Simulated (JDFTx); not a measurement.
# Sn (P-1) in JDFTx: convergence with rho ratio

Aim: find how far rho ratio must go before the results for Sn settle, at r2SCAN. This setting moves, with any that are tied to it; all else stays.

Everything below comes from runs of JDFTx 1.7.0 (patched build). Logs are shortened: lines on timing, memory, paths and dates and some standing lists are left out, and cuts for length are marked. The log counts tension as positive stress, the text compression.

## Step 1: The cell of the first run

The typed cell holds 1 atom: a = 3.366 Å, b = 3.415 Å, c = 3.208 Å, α = 104.98°, β = 103.15°, γ = 121.31°.

This isn't the form of Sn at room conditions, which is tetragonal (white tin).

The cell isn't the ideal one: cell strained at random at fixed volume.

## Step 2: With rho ratio 4

Contents of Sn.in:

```
lattice \
   -3.8776802132     3.9713728345     3.6513174796 \
    3.9827716625    -3.9649175300     3.7385547965 \
    3.0933720619     3.1860347824    -3.0715551738
coords-type Lattice
ion Sn     0.0541800000     0.0248030000     0.0299240000 1

ion-species pseudo/Sn.upf
elec-cutoff 40
elec-ex-corr mgga-x-r2scan mgga-c-r2scan
kpoint-folding 5 5 5
elec-smearing Fermi 0.0018374661
elec-n-bands 13
electronic-SCF nIterations 100 energyDiffThreshold 1e-09
electronic-minimize nIterations 30 energyDiffThreshold 1e-7
forces-output-coords Cartesian

dump-name run.$VAR
dump End Ecomponents EigStats BandEigs Kpoints Forces Stress
```

Potentials or basis: SG15-PBE-1.2 with smoothed tails.

Launch:

```sh
jdftx -c 1 -i Sn.in -o Sn.out
```

Standard output:

```text
*************** JDFTx 1.7.0 (patched build) ***************

Input parsed successfully to the following command list (including defaults):
[... the input with its defaults ...]

---------- Setting up symmetries ----------

Non-trivial transmission matrix:
[   1  -1   0  ]
[   1   0   0  ]
[   1   0   1  ]
with reduced lattice vectors:
[      3.745010      3.877680      3.651317  ]
[      3.756409     -3.982772      3.738555  ]
[      3.207852     -3.093372     -3.071555  ]

Found 2 point-group symmetries of the bravais lattice
Found 2 space-group symmetries with basis
Applied RMS atom displacement 0 bohrs to make symmetries exact.

---------- Initializing the Grid ----------
R =
[     -3.87768      3.97137      3.65132  ]
[      3.98277     -3.96492      3.73855  ]
[      3.09337      3.18603     -3.07156  ]
unit cell volume = 184.59
G =
[ 0.00909842   0.811191    0.99816  ]
[   0.810051   0.020955   0.988456  ]
[   0.849406   0.838688 -0.0150583  ]
Minimum fftbox size, Smin = [  40  40  36  ]
Chosen fftbox size, S = [  40  40  36  ]

---------- Exchange Correlation functional ----------
Initialized LibXC exchange functional 'Re-regularized SCAN exchange by Furness et al'
Initialized LibXC correlation functional 'Re-regularized SCAN correlation by Furness et al'

---------- Setting up pseudopotentials ----------
Width of ionic core gaussian charges (only for fluid interactions / plotting) set to 0

Reading pseudopotential file 'pseudo/Sn.upf':
  'Sn' pseudopotential, 'PBE' functional
  Generated using ONCVPSP code by D. R. Hamann
  14 valence electrons, 0 orbitals, 6 projectors, 602 radial grid points, with lMax = 2
  Core radius for overlap checks: 2.76 bohrs.

Initialized 1 species with 1 total atoms.

Folded 1 k-points by 5x5x5 to 125 k-points.

---------- Setting up k-points, bands, fillings ----------
Reduced to 63 k-points under symmetry.
Computing the number of bands and number of electrons
Calculating initial fillings.
nElectrons:  14.000000   nBands: 13   nStates: 63

----- Setting up reduced wavefunction bases (one per k-point) -----
average nbasis = 2230.440 , ideal nbasis = 2230.450

---------- Setting up ewald sum ----------
Optimum gaussian width for ewald sums = 2.241373 bohr.
Real space sum over 2197 unit cells with max indices [  6  6  6  ]
Reciprocal space sum over 2197 terms with max indices [  6  6  6  ]

---------- Allocating electronic variables ----------
Initializing wave functions:  (No orbitals for LCAO)  bandwidth-limited random numbers

Setting the auxilliary hamiltonian equal to the subspace hamiltonian.

-------- Electronic minimization -----------
Will mix electronic and kinetic density at each iteration.
	FillingsUpdate:  mu: +0.921186918  nElectrons: 14.000000
	FillingsUpdate:  mu: -0.157994619  nElectrons: 14.000000
SCF: Cycle:  0   F: -56.011650544475707   dF: -1.598e+01   |Residual|: 4.695e+00   |deigs|: 1.303e+00
	FillingsUpdate:  mu: +0.169999431  nElectrons: 14.000000
SCF: Cycle:  1   F: -58.394986938806412   dF: -2.383e+00   |Residual|: 5.637e+00   |deigs|: 2.278e-01
	FillingsUpdate:  mu: +0.018462933  nElectrons: 14.000000
SCF: Cycle:  2   F: -57.255541926445915   dF: +1.139e+00   |Residual|: 8.177e+00   |deigs|: 2.194e-01
	FillingsUpdate:  mu: +0.547498722  nElectrons: 14.000000
SCF: Cycle:  3   F: -59.616723191630562   dF: -2.361e+00   |Residual|: 1.675e+00   |deigs|: 1.204e+00
	FillingsUpdate:  mu: +0.471283860  nElectrons: 14.000000
SCF: Cycle:  4   F: -59.941085646803558   dF: -3.244e-01   |Residual|: 5.836e-01   |deigs|: 2.114e-01
	FillingsUpdate:  mu: +0.458745349  nElectrons: 14.000000
SCF: Cycle:  5   F: -59.948276530762797   dF: -7.191e-03   |Residual|: 1.254e-01   |deigs|: 1.888e-02
	FillingsUpdate:  mu: +0.452301423  nElectrons: 14.000000
SCF: Cycle:  6   F: -59.949434340560202   dF: -1.158e-03   |Residual|: 1.848e-01   |deigs|: 1.893e-02
	FillingsUpdate:  mu: +0.450362710  nElectrons: 14.000000
SCF: Cycle:  7   F: -59.949575411921913   dF: -1.411e-04   |Residual|: 5.260e-02   |deigs|: 1.661e-03
	FillingsUpdate:  mu: +0.449994859  nElectrons: 14.000000
SCF: Cycle:  8   F: -59.949593674901436   dF: -1.826e-05   |Residual|: 1.251e-02   |deigs|: 6.834e-04
	FillingsUpdate:  mu: +0.449248204  nElectrons: 14.000000
SCF: Cycle:  9   F: -59.949600785779140   dF: -7.111e-06   |Residual|: 2.981e-03   |deigs|: 1.273e-03
	FillingsUpdate:  mu: +0.449280170  nElectrons: 14.000000
SCF: Cycle: 10   F: -59.949600978535464   dF: -1.928e-07   |Residual|: 2.283e-03   |deigs|: 8.095e-05
	FillingsUpdate:  mu: +0.449240517  nElectrons: 14.000000
SCF: Cycle: 11   F: -59.949601173822053   dF: -1.953e-07   |Residual|: 5.699e-04   |deigs|: 1.457e-04
	FillingsUpdate:  mu: +0.449252406  nElectrons: 14.000000
SCF: Cycle: 12   F: -59.949601184673469   dF: -1.085e-08   |Residual|: 1.808e-04   |deigs|: 2.914e-05
	FillingsUpdate:  mu: +0.449249633  nElectrons: 14.000000
SCF: Cycle: 13   F: -59.949601188917001   dF: -4.244e-09   |Residual|: 1.043e-04   |deigs|: 1.102e-05
	FillingsUpdate:  mu: +0.449249061  nElectrons: 14.000000
SCF: Cycle: 14   F: -59.949601190242539   dF: -1.326e-09   |Residual|: 1.218e-05   |deigs|: 8.320e-06
	FillingsUpdate:  mu: +0.449249059  nElectrons: 14.000000
SCF: Cycle: 15   F: -59.949601190436624   dF: -1.941e-10   |Residual|: 9.156e-06   |deigs|: 4.773e-06
	FillingsUpdate:  mu: +0.449249191  nElectrons: 14.000000
SCF: Cycle: 16   F: -59.949601190492395   dF: -5.577e-11   |Residual|: 1.354e-06   |deigs|: 3.861e-06
SCF: Converged (|Delta E|<1.000000e-09 for 2 iters).

Setting wave functions to eigenvectors of Hamiltonian

# Stress tensor in Cartesian coordinates [Eh/a0^3]:
[   6.9271e-05  0.000117039 -5.51126e-05  ]
[  0.000117039  6.43309e-05 -2.69774e-05  ]
[ -5.51126e-05 -2.69774e-05 -0.000130692  ]

# Ionic positions in lattice coordinates:
ion Sn   0.054180000000000   0.024803000000000   0.029924000000000 1

# Forces in Cartesian coordinates:
force Sn   0.000000000000000   0.000000000000000   0.000000000000000 1

# Energy components:
   Eewald =      -49.6020100451016717
       EH =       10.8959186563265451
     Eloc =      -30.6478243187163351
      Enl =      -14.7882572461570572
      Exc =       -6.9950784165164102
       KE =       31.1879618729214840
-------------------------------------
     Etot =      -59.9492894972434485
       TS =        0.0003116932489492
-------------------------------------
        F =      -59.9496011904923947

IonicMinimize: Iter:   0  F: -59.949601190492395  |grad|_K:  0.000e+00
IonicMinimize: Converged (|grad|_K<1.000000e-04).

Dumping 'run.eigStats' ...
	eMin: -0.330850 at state 8 ( [ +0.000000 +0.400000 +0.000000 ] spin 0 )
	HOMO: +0.449135 at state 6 ( [ +0.000000 +0.200000 -0.400000 ] spin 0 )
	mu  : +0.449249
	LUMO: +0.450792 at state 25 ( [ +0.200000 +0.400000 +0.400000 ] spin 0 )
	eMax: +1.215057 at state 9 ( [ +0.000000 +0.400000 +0.200000 ] spin 0 )
	HOMO-LUMO gap: +0.001657
	Optical gap  : +0.028322 at state 61 ( [ +0.400000 -0.200000 -0.400000 ] spin 0 )
Done!
```

Run time: 5.1 min. Hardware: 1 thread of Arm Neoverse V1, shared host; peak memory 0.1 GiB.

Results:

| Property | Result |
| --- | --- |
| Free energy | -1631.3118 eV |
| Pressure | 0.0 GPa |
| Band gap on the k mesh | none (metal or under the smearing width) |

## Step 3: With rho ratio 5

Changes to Sn.in since step 2:

```diff
@@ -8,3 +8,3 @@
 ion-species pseudo/Sn.upf
-elec-cutoff 40
+elec-cutoff 40 200
 elec-ex-corr mgga-x-r2scan mgga-c-r2scan
```

Potentials or basis: SG15-PBE-1.2 with smoothed tails.

Launch:

```sh
jdftx -c 1 -i Sn.in -o Sn.out
```

Run time: 5.5 min. Hardware: 1 thread of Arm Neoverse V1, shared host; peak memory 0.11 GiB.

It converged, with:

| Quantity | Value |
| --- | --- |
| Free energy | -1631.3116 eV |
| Pressure | -0.1 GPa |
| Band gap on the k mesh | none (metal or under the smearing width) |

## Step 4: With rho ratio 6

Changes to Sn.in since step 3:

```diff
@@ -8,3 +8,3 @@
 ion-species pseudo/Sn.upf
-elec-cutoff 40 200
+elec-cutoff 40 240
 elec-ex-corr mgga-x-r2scan mgga-c-r2scan
```

Launch:

```sh
jdftx -c 1 -i Sn.in -o Sn.out
```

It took 5.6 min on 1 thread of Arm Neoverse V1, shared host; peak memory 0.12 GiB.

It converged, with:

| Quantity | Value |
| --- | --- |
| Free energy | -1631.3115 eV |
| Pressure | -0.1 GPa |
| Band gap on the k mesh | none (metal or under the smearing width) |

## Step 5: With rho ratio 8

Changes to Sn.in since step 4:

```diff
@@ -8,3 +8,3 @@
 ion-species pseudo/Sn.upf
-elec-cutoff 40 240
+elec-cutoff 40 320
 elec-ex-corr mgga-x-r2scan mgga-c-r2scan
```

Launch:

```sh
jdftx -c 1 -i Sn.in -o Sn.out
```

Run time: 5.7 min. Hardware: 1 thread of Arm Neoverse V1, shared host; peak memory 0.15 GiB.

Results (log left out):

| Item | Value |
| --- | --- |
| Free energy | -1631.3114 eV |
| Pressure | -0.1 GPa |
| Band gap on the k mesh | none (metal or under the smearing width) |

## Step 6: With rho ratio 10

Changes to Sn.in since step 5:

```diff
@@ -8,3 +8,3 @@
 ion-species pseudo/Sn.upf
-elec-cutoff 40 320
+elec-cutoff 40 400
 elec-ex-corr mgga-x-r2scan mgga-c-r2scan
```

Potentials or basis: SG15-PBE-1.2 with smoothed tails.

Launch:

```sh
jdftx -c 1 -i Sn.in -o Sn.out
```

Run time: 5.8 min. Hardware: 1 thread of Arm Neoverse V1, shared host; peak memory 0.17 GiB.

Results (log left out):

- Free energy: -1631.3114 eV
- Pressure: -0.1 GPa
- Band gap on the k mesh: none (metal or under the smearing width)

## Step 7: Summary

```csv
rho ratio,"energy less the tightest run, at zero smearing (meV/atom)",pressure (GPa),SCF cycles,CPU time (s),peak memory (GiB)
4,-0.31,-0.03,17,310,0.1
5,-0.14,-0.08,17,330,0.11
6,-0.02,-0.08,17,330,0.12
8,-0.01,-0.08,17,340,0.15
10,0.00,-0.08,17,350,0.17
```

Against the tightest run, the energy stays within 1 meV/atom from 4 on; the pressure stays within 0.1 GPa from 4 on. The tightest run that finished is the yardstick and may itself not be fully converged.

Caveats: all runs use coarse meshes; the potentials were made for another functional, which shifts forces and pressure.
